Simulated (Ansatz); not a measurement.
**Al3Cu2: checking dH/dP = V**

The calculation used DFT PBEsol, scalar-relativistic, plane waves, PAW in Ansatz. Run with 420 eV cutoff, 12×12×8 k-mesh, Gaussian smearing of 0.10 eV, no spin polarisation.

Starting point, cell and atoms relaxed:

```yaml
crystal:
  lattice:
    - [4.09859, 0.00000, 0.00000]
    - [-2.04929, 3.54948, 0.00000]
    - [0.00000, 0.00000, 4.98210]
  atoms:
    - { symbol: Al, position: [0.00000, 0.00000, 0.00000] }
    - { symbol: Al, position: [0.33333, 0.66667, 0.35151] }
    - { symbol: Al, position: [0.66667, 0.33333, 0.64849] }
    - { symbol: Cu, position: [0.33333, 0.66667, 0.84229] }
    - { symbol: Cu, position: [0.66667, 0.33333, 0.15771] }
```

Cell and atoms were relaxed at each target pressure within the start's symmetry (P-3m1), at zero temperature; other phases can be more stable under pressure. H = E + PV with P the target; E is the free energy at the smearing used, whose derivative the pressure is, per atom and counted from zero pressure.

| P (GPa) | V (Å³/atom) | E − E0 (meV) | H − H0 (meV) |
| --- | --- | --- | --- |
| 0 | 14.496 | 0.0 | 0.0 |
| 1 | 14.362 | 0.4 | 90.1 |
| 4 | 14.024 | 5.7 | 355.8 |
| 12 | 13.293 | 41.4 | 1037.0 |
| 25 | 12.415 | 140.6 | 2077.9 |
| 50 | 11.276 | 400.6 | 3919.6 |
| 90 | 10.123 | 893.1 | 6579.5 |

Q: Thermodynamics gives dH/dP = V along a relaxed path. Integrate V over P by the trapezoid rule and compare with the computed enthalpies.

A: With 1 eV/Å³ = 160.22 GPa, each step adds the mean volume times ΔP / 160.22:
| P (GPa) | ∫V dP (meV) | H − H0 (meV) | difference (meV) |
| --- | --- | --- | --- |
| 1 | 90.1 | 90.1 | 0.0 |
| 4 | 355.8 | 355.8 | 0.0 |
| 12 | 1037.8 | 1037.0 | 0.8 |
| 25 | 2080.8 | 2077.9 | 2.9 |
| 50 | 3929.2 | 3919.6 | 9.6 |
| 90 | 6600.4 | 6579.5 | 20.9 |

V(P) curves upward, so the trapezoid rule runs high; integrating a smooth curve through the same points puts that excess at about 20.8 meV at 90 GPa, against the 20.9 meV found.

Q: At 90 GPa, how much of the enthalpy change is stored energy and how much is the PV term?

A: E rises by 893 meV/atom and PV is 90 × 10.123 / 160.22 = 5686 meV/atom, so PV makes 86 % of ΔH. So between rival structures at high pressure a small difference in volume can outweigh the difference in energy: 1 % of this volume is worth 56.9 meV/atom at this pressure.

Q: What bulk modulus do the lowest pressures give?

A: From the pressures that the runs reached, -1.03 GPa (14.628 Å³) and 1.05 GPa (14.362 Å³), B = −ΔP/Δln V = 2.08 / 0.0184 = 113 GPa, a mean over that range.